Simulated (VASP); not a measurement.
Wanted: the native input for a VASP 6.6.1 run.

| Property | Result |
| --- | --- |
| Task | relaxation of cell and atoms |
| Functional | r2SCAN |
| Potentials or basis | VASP PAW PBE potentials, release 64 (Ir) |
| Cutoff | 600 eV |
| k mesh | 20 × 20 × 20 |
| Occupations | gaussian, width 0.1 eV |
| Spin | no spin polarisation |
| Further INCAR settings | ALGO = Normal; EDIFF = 1e-07; IBRION = 2; EDIFFG = -0.005; NSW = 90; ISIF = 3 |

The structure of Ir lies in POSCAR:

```
Ir
1.0
   -1.5254903000      1.5254903000      1.5254903000
    1.5254903000     -1.5254903000      1.5254903000
    1.5254903000      1.5254903000     -1.5254903000
Ir
1
Direct
    0.0000000000      0.0000000000      0.0000000000
```

This isn't the form of Ir at room conditions, which is fcc.

The input as run:

INCAR

```
SYSTEM = Ir
PREC = Accurate
ENCUT = 600
EDIFF = 1E-7
ISMEAR = 0
SIGMA = 0.1
LREAL = .False.
LASPH = .True.
NELM = 100
ALGO = Normal
ISIF = 3
LWAVE = .False.
LCHARG = .False.
METAGGA = R2SCAN
LMIXTAU = .True.
IBRION = 2
NSW = 90
EDIFFG = -0.005
```

KPOINTS

```
regular mesh
0
Gamma
  20 20 20
  0 0 0
```

Potentials or basis: VASP PAW PBE potentials, release 64 (Ir).

Run with:

```console
$ cat potpaw_PBE.64/Ir/POTCAR > POTCAR
$ mpirun -np 1 vasp_std > vasp.out
```

Results of the run:

The relaxed volume is 14.81 Å³/atom, the relaxed cell is a = 2.680 Å, b = 2.680 Å, c = 2.680 Å, α = 109.47°, β = 109.47°, γ = 109.47° and the space group after relaxing (to 0.05 Å) is Im-3m (No. 229). The energy gained by relaxing is 28.9 meV/atom, the ionic steps are 15 and the pressure after relaxing is 0.0 GPa. The band gap on the k mesh is none (metal or under the smearing width).

Caveat: the PAW data sets were made with another functional, which shifts forces and pressure a little.

It took 4.7 min on 1 thread of Intel(R) Xeon(R) 6975P-C (Granite Rapids) (shared host), peak memory 0.18 GiB.
